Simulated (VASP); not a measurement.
# Sc (P6_3/mmc) in VASP: elastic constants with LDA

Aim: the elastic constants of Sc with LDA.

Program: VASP 6.6.1. These are calculated values, not measurements. Logs are shortened: lines on timing, memory, paths and dates and some standing lists are left out, and cuts for length are marked.

## (1) Starting point

The structure is hexagonal, space group P6_3/mmc (No. 194). The conventional cell has a = 3.291 Å, b = 3.291 Å, c = 5.333 Å, α = 90.00°, β = 90.00°, γ = 120.00°. Around Sc (site symmetry -6m2) lie 12 Sc at 3.27 to 3.29 Å.

## (2) Elastic constants, LDA

POSCAR reads:

```
Sc
1.0
    3.2912249500      0.0000000000      0.0000000000
   -1.6456124800      2.8502844200      0.0000000000
    0.0000000000      0.0000000000      5.3325723900
Sc
2
Direct
    0.3333333300      0.6666666700      0.2500000000
    0.6666666700      0.3333333300      0.7500000000
```

INCAR.step1 reads:

```
SYSTEM = Sc
  PREC = Accurate
  ENCUT = 600
  EDIFF = 1E-8
  ISMEAR = 0
  SIGMA = 0.1
  LREAL = .False.
  LASPH = .True.
  NELM = 60
  ALGO = Fast
  ISIF = 3
  LWAVE = .False.
  LCHARG = .False.
  GGA = CA
  IBRION = 2
  NSW = 40
  EDIFFG = -0.002
```

INCAR.step2 reads:

```
SYSTEM = Sc
  PREC = Accurate
  ENCUT = 600
  EDIFF = 1E-8
  ISMEAR = 0
  SIGMA = 0.1
  LREAL = .False.
  LASPH = .True.
  NELM = 60
  ALGO = Fast
  ISIF = 3
  LWAVE = .False.
  LCHARG = .False.
  GGA = CA
  IBRION = 6
  NFREE = 2
  POTIM = 0.015
  NSW = 1
```

KPOINTS reads:

```
regular mesh
0
Gamma
  6 6 4
  0 0 0
```

Potentials or basis: VASP PAW LDA potentials, release 64 (Sc_sv).

Command:

```
> cat potpaw_LDA.64/Sc_sv/POTCAR > POTCAR
> cp INCAR.step1 INCAR
> mpirun -np 1 vasp_std > vasp.out
> cp CONTCAR POSCAR
> cp INCAR.step2 INCAR
> mpirun -np 1 vasp_std > vasp.out
```

OUTCAR:

```text
SYSTEM = Sc
   PREC = Accurate
   ENCUT = 600
   EDIFF = 1E-8
   ISMEAR = 0
   LREAL = .False.
   LASPH = .True.
   NELM = 60
   ISIF = 3
   GGA = CA
   IBRION = 6
   NFREE = 2
   POTIM = 0.015
   NSW = 1

 ion  position               nearest neighbor table
   1  0.333  0.667  0.250-   2 3.11   2 3.11   2 3.11   2 3.11   2 3.11   2 3.11
   2  0.667  0.333  0.750-   1 3.11   1 3.11   1 3.11   1 3.11   1 3.11   1 3.11

  LATTYP: Found a hexagonal cell.
 ALAT       =     3.2395051493
 C/A-ratio  =     1.5340207574

  Lattice vectors:

 A1 = (   3.2395051493,   0.0000000001,   0.0000000000)
 A2 = (  -1.6197525795,   2.8054937585,   0.0000000000)
 A3 = (   0.0000000000,   0.0000000000,   4.9694681428)

Analysis of symmetry for initial positions (statically):
=====================================================================
 Subroutine PRICEL returns:
 Original cell was already a primitive cell.

 Routine SETGRP: Setting up the symmetry group for a
 hexagonal supercell.

 Subroutine GETGRP returns: Found 24 space group operations
 (whereof 12 operations were pure point group operations)
 out of a pool of 24 trial point group operations.

The static configuration has the point symmetry D_3d.
 The point group associated with its full space group is D_6h.

Analysis of symmetry for dynamics (positions and initial velocities):
=====================================================================
 Subroutine PRICEL returns:
 Original cell was already a primitive cell.

 Routine SETGRP: Setting up the symmetry group for a
 hexagonal supercell.

 Subroutine GETGRP returns: Found 24 space group operations
 (whereof 12 operations were pure point group operations)
 out of a pool of 24 trial point group operations.

The dynamic configuration has the point symmetry D_3d.
 The point group associated with its full space group is D_6h.

 Subroutine INISYM returns: Found 24 space group operations
 (whereof 12 operations are pure point group operations),
 and found     1 'primitive' translations

----------------------------------------------------------------------------------------

                                     Primitive cell

  volume of cell :      45.1646

  direct lattice vectors                    reciprocal lattice vectors
     3.239505149  0.000000000  0.000000000     0.308689122  0.178221748  0.000000000
    -1.619752580  2.805493759  0.000000000    -0.000000000  0.356443495  0.000000000
     0.000000000  0.000000000  4.969468143     0.000000000  0.000000000  0.201228778

  length of vectors
     3.239505149  3.239505155  4.969468143     0.356443495  0.356443495  0.201228778

  position of ions in fractional coordinates (direct lattice)
     0.333333330  0.666666670  0.250000000
     0.666666670  0.333333330  0.750000000

  ion indices of the primitive-cell ions
   primitive index   ion index
                 1           1
                 2           2

----------------------------------------------------------------------------------------

 KPOINTS: regular mesh

Automatic generation of k-mesh.
 Grid dimensions read from file:
 generate k-points for:    6    6    4

 Generating k-lattice:

  Cartesian coordinates                     Fractional coordinates (reciprocal lattice)
     0.051448187  0.029703625  0.000000000     0.166666667 -0.000000000  0.000000000
    -0.000000000  0.059407249  0.000000000     0.000000000  0.166666667  0.000000000
     0.000000000  0.000000000  0.050307194     0.000000000  0.000000000  0.250000000

  Length of vectors
     0.059407249  0.059407249  0.050307194

  Shift w.r.t. Gamma in fractional coordinates (k-lattice)
     0.000000000  0.000000000  0.000000000

 Subroutine IBZKPT returns following result:
 ===========================================

 Found     21 irreducible k-points:

 Following reciprocal coordinates:
            Coordinates               Weight
  0.000000  0.000000  0.000000      1.000000
  0.166667 -0.000000  0.000000      6.000000
  0.333333 -0.000000  0.000000      6.000000
  0.500000  0.000000  0.000000      3.000000
  0.166667  0.166667  0.000000      6.000000
  0.333333  0.166667  0.000000     12.000000
[... 13 lines left out ...]
  0.333333  0.166667  0.500000     12.000000
[... 30 lines left out ...]
   NELECT =      22.0000    total number of electrons
   NUPDOWN=      -1.0000    fix difference up-down
   EMIN   =  10.00;   EMAX   =-10.00  energy-range for DOS
   EFERMI =   0.00;   METHOD = LEGACY
   ISMEAR =     0;   SIGMA  =   0.10  broadening in eV -4-tet -1-fermi 0-gaus
   EFERMI_NEDOS =   21; number of points for ismear=-14 and -15
   IALGO  =     68    algorithm
   IMIX   =      4    mixing-type and parameters
     AMIX     =   0.40;   BMIX     =  1.00
     AMIX_MAG =   1.60;   BMIX_MAG =  1.00
  volume/ion in A,a.u.               =      22.58       152.39
  Fermi-wavevector in a.u.,A,eV,Ry     =   1.288101  2.434157 22.574827  1.659203
  Thomas-Fermi vector in A             =   2.420075
   LORBIT       =      0    0 simple, 1 ext, 2 COOP (PROOUT), +10 PAW based schemes
   GGA     = CA    functional components
   LHFCALC =     F    Hartree Fock is set to
   AEXX    =    0.0000 exact exchange contribution
   IVDW    =     0    specifies the selected vdW correction
   LEPSILON=     F    determine dielectric tensor
   LRPA    =     F    only Hartree local field effects (RPA)
 finite differences with symmetry
 non-spin polarized calculation
 RMM-DIIS sequential band-by-band and
 Gauss-broadening in eV      SIGMA  =   0.10
  energy-cutoff  :      600.00
  volume of cell :       45.16
 maximum number of plane-waves:      1528
 NGX is ok and might be reduce to    28
   NGX = 13   NGY = 13   NGZ = 19

--------------------------------------- Ionic step        1  -------------------------------------------

 number of electron      22.0000003 magnetization

 Free energy of the ion-electron system (eV)
  ---------------------------------------------------
  ext. energy  EPLUGINS =         0.00000000
  ---------------------------------------------------
  free energy    TOTEN  =       -13.47651352 eV

  energy without entropy =      -13.46541086  energy(sigma->0) =      -13.47096219

------------------------ aborting loop because EDIFF is reached ----------------------------------------

  FORCE on cell =-STRESS in cart. coord.  units (eV):
  Direction    XX          YY          ZZ          XY          YZ          ZX
  --------------------------------------------------------------------------------------
  -------------------------------------------------------------------------------------
  Total        0.0005244      0.0005244     -0.0031854     -0.0000000      0.0000000      0.0000000
  in kB        0.0186034      0.0186034     -0.1129994     -0.0000000      0.0000000      0.0000000
  external PRESSURE =      -0.0252642 kB  Pullay stress =       0.0000000 kB
[... 89 lines left out ...]
  FREE ENERGIE OF THE ION-ELECTRON SYSTEM (eV)
  ---------------------------------------------------
  free  energy   TOTEN  =       -13.4724236901 eV

  energy  without entropy=      -13.4599893390  energy(sigma->0) =      -13.46620651

[... ionic steps 4 to 14 ...]

--------------------------------------- Ionic step       15  -------------------------------------------

 number of electron      22.0000002 magnetization

------------------------ aborting loop because EDIFF is reached ----------------------------------------
[... 67 lines left out ...]
--------------------------------------- Ionic step       17  -------------------------------------------

 number of electron      22.0000002 magnetization

 Free energy of the ion-electron system (eV)
  ---------------------------------------------------
  ext. energy  EPLUGINS =         0.00000000
  ---------------------------------------------------
  free energy    TOTEN  =       -13.47592099 eV

  energy without entropy =      -13.46477800  energy(sigma->0) =      -13.47034949

 E-fermi :   4.0042     XC(G=0): -10.5100

 val. band max:        3.9261414858   @ k =   0.3333   0.1667   0.2500
 cond. band min:       4.0195358298   @ k =   0.3333  -0.0000   0.0000
 fundamental gap:      0.0933943439
 Fermi energy:         4.0042446323

 k-point     1 :       0.0000    0.0000    0.0000
  band No.  band energies     occupation
      1     -44.6289      2.00000
      2     -44.5137      2.00000
      3     -23.8900      2.00000
      4     -23.4300      2.00000
      5     -23.4300      2.00000
      6     -23.3323      2.00000
      7     -23.3323      2.00000
      8     -23.2693      2.00000
      9      -1.2416      2.00000
     10       2.2299      2.00000
     11       5.0355      0.00000
     12       5.5887      0.00000
     13       5.5888      0.00000
     14       6.0072      0.00000
[... 442 lines left out ...]
  FREE ENERGIE OF THE ION-ELECTRON SYSTEM (eV)
  ---------------------------------------------------
  free  energy   TOTEN  =       -13.4759209861 eV

  energy  without entropy=      -13.4647780018  energy(sigma->0) =      -13.47034949

 INTERNAL STRAIN TENSORS FROM STRAINED CELLS
 ============================================

 INTERNAL STRAIN TENSOR FOR ION    1 for displacements in x,y,z  (eV/Angst):
          X           Y           Z          XY          YZ          ZX
  --------------------------------------------------------------------------------
  x     0.00000    -0.00000     0.00000    -2.11243     0.00000    -0.00000
  y    -2.10573     2.08868     0.00000     0.00072    -0.00054     0.00124
  z     0.00000    -0.00000     0.00000    -0.00000     0.00219    -0.00000

 INTERNAL STRAIN TENSORS FROM DISPLACED ATOMS
 ============================================

 INTERNAL STRAIN TENSOR FOR ION    1 for displacements in x,y,z  (eV/Angst):
          X           Y           Z          XY          YZ          ZX
  --------------------------------------------------------------------------------
  x     0.00000    -0.00000    -0.00000    -2.11485     0.00000     0.00000
  y    -2.11485     2.11485     0.00000    -0.00000     0.00000     0.00000
  z    -0.00000    -0.00000    -0.00000     0.00000    -0.00000    -0.00000

 INTERNAL STRAIN TENSOR FOR ION    2 for displacements in x,y,z  (eV/Angst):
          X           Y           Z          XY          YZ          ZX
  --------------------------------------------------------------------------------
  x    -0.00000     0.00000     0.00000     2.11485     0.00000     0.00000
  y     2.11485    -2.11485    -0.00000     0.00000     0.00000     0.00000
  z     0.00000     0.00000     0.00000    -0.00000     0.00000     0.00000

 Eigenvectors and eigenvalues of the dynamical matrix
 ----------------------------------------------------

   1 f  =    7.567753 THz    47.549595 2PiTHz  252.433070 cm-1    31.297698 meV
             X         Y         Z           dx          dy          dz
     -0.000000  1.870329  1.242367    -0.000000    0.000000    0.707107
      1.619753  0.935165  3.727101     0.000000    0.000000   -0.707107
[... 16 lines left out ...]
   5 f  =    0.000000 THz     0.000000 2PiTHz    0.000000 cm-1     0.000000 meV
             X         Y         Z           dx          dy          dz
     -0.000000  1.870329  1.242367    -0.000000    0.000000    0.707107
      1.619753  0.935165  3.727101     0.000000    0.000000    0.707107

   6 f/i=    0.000000 THz     0.000000 2PiTHz    0.000001 cm-1     0.000000 meV
             X         Y         Z           dx          dy          dz
     -0.000000  1.870329  1.242367     0.632230    0.316679   -0.000000
      1.619753  0.935165  3.727101     0.632230    0.316679    0.000000

--------------------------------------------------------------------------------------------------------

 ELASTIC MODULI CONTR FROM IONIC RELAXATION (kBar)
 Direction    XX          YY          ZZ          XY          YZ          ZX
 --------------------------------------------------------------------------------
 XX         -87.7909     87.7909      0.0000      0.0000     -0.0000     -0.0000
 YY          87.7909    -87.7909     -0.0000      0.0000     -0.0000     -0.0000
 ZZ           0.0000     -0.0000     -0.0000     -0.0000     -0.0000     -0.0000
 XY           0.0000      0.0000     -0.0000    -87.7909      0.0000      0.0000
 YZ          -0.0000     -0.0000     -0.0000      0.0000     -0.0000     -0.0000
 ZX          -0.0000     -0.0000     -0.0000      0.0000     -0.0000     -0.0000
 --------------------------------------------------------------------------------

 TOTAL ELASTIC MODULI (kBar)
 Direction    XX          YY          ZZ          XY          YZ          ZX
 --------------------------------------------------------------------------------
 XX        1175.2430    469.0696    283.6060     -0.0000     -0.0000      0.0000
 YY         469.0696   1175.2430    283.6060     -0.0000     -0.0000     -0.0000
 ZZ         283.6060    283.6060   1269.9512     -0.0000     -0.0000     -0.0000
 XY          -0.0000     -0.0000     -0.0000    353.0867      0.0000     -0.0000
 YZ           0.0000     -0.0000     -0.0000      0.0000    362.8036     -0.0000
 ZX           0.0000     -0.0000     -0.0000     -0.0000     -0.0000    362.8036
 --------------------------------------------------------------------------------
```

Run time: 6.8 min. Hardware: 1 thread of Intel Xeon Platinum 8488C (Sapphire Rapids), shared host; peak memory 0.23 GiB.

What came out:

```
Relaxed volume                         : 22.58 Å³/atom
Relaxed cell                           : a = 3.240 Å, b = 3.240 Å, c = 4.969 Å, α = 90.00°, β = 90.00°, γ = 120.00°
Space group after relaxing (to 0.05 Å) : P6_3/mmc (No. 194)
Voigt bulk modulus                     : 63 GPa
Highest phonon frequency at Γ          : 252 cm⁻¹
```

Step by step:
```tsv
step	energy change (eV)	largest force (eV/Å)	pressure (GPa)	volume (Å³)
1	0.0000	0.0000	-5.26	50.02
2	-0.0992	0.0000	1.31	44.30
3	-0.1008	0.0000	0.45	44.88
4	-0.1093	0.0000	0.33	44.94
5	-0.1102	0.0000	0.28	44.96
6	-0.1104	0.0000	-0.10	45.24
7	-0.1104	0.0000	0.00	45.16
```

Final structure:
```
CELL_PARAMETERS angstrom
3.23951 0.00000 0.00000
-1.61975 2.80549 0.00000
0.00000 0.00000 4.96947
ATOMIC_POSITIONS crystal
Sc 0.33333 0.66667 0.25000
Sc 0.66667 0.33333 0.75000
```

Phonon frequencies in cm⁻¹ (negative: imaginary):
```
              q point        frequencies
(0.000, 0.000, 0.000)  0 0 0 148 148 252
```

Elastic tensor in Voigt notation (GPa, in the Cartesian axes of the cell as first typed):
```
118  47  28   0   0   0
 47 118  28   0   0   0
 28  28 127   0   0   0
  0   0   0  36   0   0
  0   0   0   0  36   0
  0   0   0   0   0  35
```

Clamped-ion elastic tensor (GPa):
```
126  38  28   0   0   0
 38 126  28   0   0   0
 28  28 127   0   0   0
  0   0   0  36   0   0
  0   0   0   0  36   0
  0   0   0   0   0  44
```

Caveat: the k mesh is coarse (spacing up to 0.37 Å⁻¹), so the values aren't converged.
